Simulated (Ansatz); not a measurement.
# Choice of functional: GaAs

```
Ga As
1.0
     0.00000    2.82685    2.82685
     2.82685    0.00000    2.82685
     2.82685    2.82685    0.00000
Ga As
1 1
Direct
  0.00000 0.00000 0.00000
  0.75000 0.75000 0.75000
```

Atom numbers follow the list: Ga1, As2.

The cell is COD entry 9008845, as deposited and not checked against the literature; nothing was relaxed.

One fixed cell is solved with several functionals by PAW (frozen-core files) in Ansatz 0.2.0, scalar-relativistically. A positive pressure means that the functional wants a larger cell.

The PAW files were made with PBE; their cores are remade for each functional.

The runs use a Γ-centred 11×11×11 k mesh, Fermi–Dirac smearing of 0.05 eV, cutoff 420 eV, no spin polarisation.

Cutoffs: PBE 420 eV, LDA 420 eV, PBEsol 420 eV, r²SCAN 500 eV.

Gaps under 0.4 eV may close at points that the mesh misses.

```csv
setting,P (GPa),gap over the k mesh and a high-symmetry path (eV),"lowest level at Γ above −25 eV, from the valence-band top or, without a gap, the Fermi level (eV)"
PBE,3.29,0.52,-14.78
LDA,-1.88,0.28,-14.90
PBEsol,0.20,0.44,-14.78
r²SCAN,0.51,1.02,-15.23
```
